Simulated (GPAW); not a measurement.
TiSi2:

```xyz
3
Lattice="4.3746 0.0000 0.0000 -2.1873 3.7885 0.0000 0.0000 0.0000 2.5610" Properties=species:S:1:pos:R:3 pbc="T T T"
Ti    0.0000    0.0000    0.0000
Si    0.0000    2.5257    1.2805
Si    2.1873    1.2628    1.2805
```

The cell was built by a generator and needn't be a form met in nature.

| Property | Result |
| --- | --- |
| Program | GPAW 26.7.0 |
| Task | relaxation of cell and atoms |
| Functional | PBE |
| Dispersion | D3 |
| Potentials or basis | GPAW PAW data sets (gpaw-data 1.2.1) |
| Cutoff | 600 eV |
| Basis | pw |
| k mesh | 6 × 6 × 9 |
| Occupations | fermi-dirac, width 0.05 eV |
| Spin | no spin polarisation |

At the start: pressure -4.2 GPa; volume 14.15 Å³/atom.

Task: How do energy, volume and symmetry change on relaxing?

Result: Over 6 steps the energy falls by 5.8 meV/atom and the volume is 13.70 Å³/atom (-3.2 %); space group P6/mmm (No. 191, to 0.05 Å).

Step by step:
```tsv
step	energy change (eV)	largest force (eV/Å)	pressure (GPa)	volume (Å³)
1	0.0000	0.0000	-4.16	42.45
2	-0.0051	0.0000	-3.54	42.22
3	-0.0166	0.0000	0.33	40.96
4	-0.0169	0.0000	0.14	41.02
5	-0.0173	0.0000	-0.08	41.08
6	-0.0174	0.0000	-0.13	41.09
```

Final structure:
```yaml
crystal:
  lattice:
    - [4.31286, 0.00000, 0.00000]
    - [-2.15643, 3.73504, 0.00000]
    - [0.00000, 0.00000, 2.55083]
  atoms:
    - { symbol: Ti, position: [0.00000, 0.00000, 0.00000] }
    - { symbol: Si, position: [0.33333, 0.66667, 0.50000] }
    - { symbol: Si, position: [0.66667, 0.33333, 0.50000] }
```

Caveat: later steps reuse the first step's grids; pairwise dispersion overbinds metals, which lowers pressure and volume.
